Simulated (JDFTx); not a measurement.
Crystal: NaCl.

```xyz
2
Lattice="0.0000 2.7941 2.7941 2.7941 0.0000 2.7941 2.7941 2.7941 0.0000" Properties=species:S:1:pos:R:3 pbc="T T T"
Cl    2.7941    2.7941    2.7941
Na    0.0000    0.0000    0.0000
```

The cell is a database's computed one.

Program: JDFTx 1.7.0 (patched build). Alike in all runs: potentials or basis SG15-PBE-1.2; no spin polarisation; cell as given; k mesh 8 × 8 × 8; cutoff (eV) 1088; smearing fermi-dirac 0.05 eV. Hardware: 1 thread of Arm Neoverse V1, on a shared host.

Question: Order these runs on this cell by their wall time, lowest first.
A. task single point; level TASK; max SCF steps 100; SCF threshold on the energy 1e-09 Ha; solver of the electrons scf; further solve for the empty bands yes
B. task band structure; level TASK; band ratio of the Davidson solver 1.3; max SCF steps 30; SCF threshold on the energy 1e-06 Ha; solver of the electrons minimize; further solve for the empty bands no
C. task single point; level SCAN; max SCF steps 100; SCF threshold on the energy 1e-09 Ha; solver of the electrons scf; further solve for the empty bands yes

Answer: B (170 s), A (450 s), C (1100 s).
